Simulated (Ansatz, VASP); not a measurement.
Given: the input of a run of Ansatz 0.2.0 on N.

File input.yaml:

```yaml
crystal:
  lattice:
    - [2.5688877806, 0.0, 0.0]
    - [-1.2844438903, 2.2247220775, 0.0]
    - [0.0, 0.0, 2.4939750029]
  atoms:
    - { symbol: "N", position: [0.3333333333, 0.6666666667, 0.75] }
    - { symbol: "N", position: [0.6666666667, 0.3333333333, 0.25] }
kpoints:
  mp_grid: { grid: [12, 12, 11] }
scf:
  occupations: { method: fermi_dirac, width: 0.05 }
hamiltonian:
  xc: pbe
  pseudopotentials: { kind: all_electron, lapw: { basis_error: 0.0005 } }
output:
  forces: true
  stress: true
  eigenvalues: true
```

Potentials or basis: all-electron LAPW, scalar-relativistic.

Launch:

```sh
$ ansatz run input.yaml --threads 1 --pin off --max-ram 2560MiB --backend cpu --events-out ev --progress --plain --runs-dir out
```

Set up the same calculation for VASP 6.6.1. Potentials there: VASP PAW PBE potentials, release 64 (N).

As run (the cutoff follows the program's own potentials):

INCAR

```
PREC = Accurate
ENCUT = 520
EDIFF = 1E-6
ISMEAR = -1
SIGMA = 0.05
LREAL = F
LASPH = T
NELM = 100
ALGO = Normal
ISIF = 2
LWAVE = F
LCHARG = T
GGA = PE
LELF = T
LVHAR = T
NBANDS = 12
```

The input KPOINTS:

```
Automatic mesh
0
Gamma
  12 12 11
```

POSCAR

```
N
1.0
    2.5688877806      0.0000000000      0.0000000000
   -1.2844438903      2.2247220775      0.0000000000
    0.0000000000      0.0000000000      2.4939750029
N
2
Direct
    0.3333333333      0.6666666667      0.7500000000
    0.6666666667      0.3333333333      0.2500000000
```

Potentials or basis: VASP PAW PBE potentials, release 64 (N).

Launch:

```sh
$ cat potpaw_PBE.64/N/POTCAR > POTCAR
$ mpirun -np 1 vasp_std > vasp.out
```

Both were run:

|  | VASP | Ansatz | Ansatz less VASP |
| --- | --- | --- | --- |
| gap on the k mesh at the Fermi level (eV) | none | none | - |
| pressure (GPa) | -1.8 | -1.9 | -0.07 |
| largest component of the traceless stress (GPa) | 9.83 | 9.92 | +0.088 |

A gap of «none» marks a metal or a gap that the smearing closes. Ansatz ran all-electron here, so the differences hold the error of VASP's frozen core and of both bases.
